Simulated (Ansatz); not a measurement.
Here is an unrelaxed guess for InGa₂P₃.

```xyz
6
Lattice="3.8674 0.0000 0.0000 -1.9337 3.3493 0.0000 0.0000 0.0000 9.4732" Properties=species:S:1:pos:R:3 pbc="T T T"
In    0.0000    0.0000    0.0000
Ga    0.0000    2.2328    6.3154
Ga    1.9337    1.1164    3.1577
P     0.0000    0.0000    4.7366
P     0.0000    2.2328    1.5789
P     1.9337    1.1164    7.8943
```

All numbers below come from DFT PBE, scalar-relativistic, plane waves, PAW in Ansatz 0.2.0. Cutoff 420 eV; k points 6×6×2 on the computed 6-atom cell (Γ-centred); Gaussian smearing, width 0.10 eV; no spin polarisation.

Energies over the elements count from the elements' standard structures at the same level, with no fitted energy shifts. The references include black phosphorus.

Q: Estimate its pressure, forces and energy as it stands.

A: The pressure is -5.9 GPa (the mean over three directions, positive in compression), the largest force is 0.74 eV/Å, and the energy is +0.05 eV/atom against the elements. The shortest distance is 2.73 Å.

Q: How much does it gain on relaxing, and where does it end?

A: Relaxing gains under 0.1 eV/atom (the start's value is from the coarse mesh, so the gain is rough) in 11 ionic steps and ends at 0.00 eV/atom on the finer mesh. The symmetry stays P-3m1 (No. 164). The volume per atom shrinks by 9.5 %, from 20.5 to 18.5 Å³. The shortest distance goes from 2.73 Å (Ga–P and In–P) to 2.57 Å (Ga–P). Conventional cell: a = 3.754 Å, c = 9.095 Å. In has 6 P at 2.76 Å; Ga is surrounded by 6 P at 2.57–2.61 Å; around P on a site of symmetry -3m lie 6 Ga at 2.61 Å; 1 more site not described.

The last run used a 12×12×4 mesh (in the run's order of axes) for its 6-atom cell and Gaussian smearing of 0.10 eV. The k mesh leaves some 4 meV/atom of noise in the energy of each metallic cell. The reference form of P is held partly by dispersion forces, which this level lacks. The relaxation can't lower the symmetry of the start. Symmetry constrained the relaxation, so the result can be a saddle point. Another cell of InGa2P3 relaxed alike, in P3m1, lies 0.34 eV/atom lower, so this cell isn't the stable form at this level.
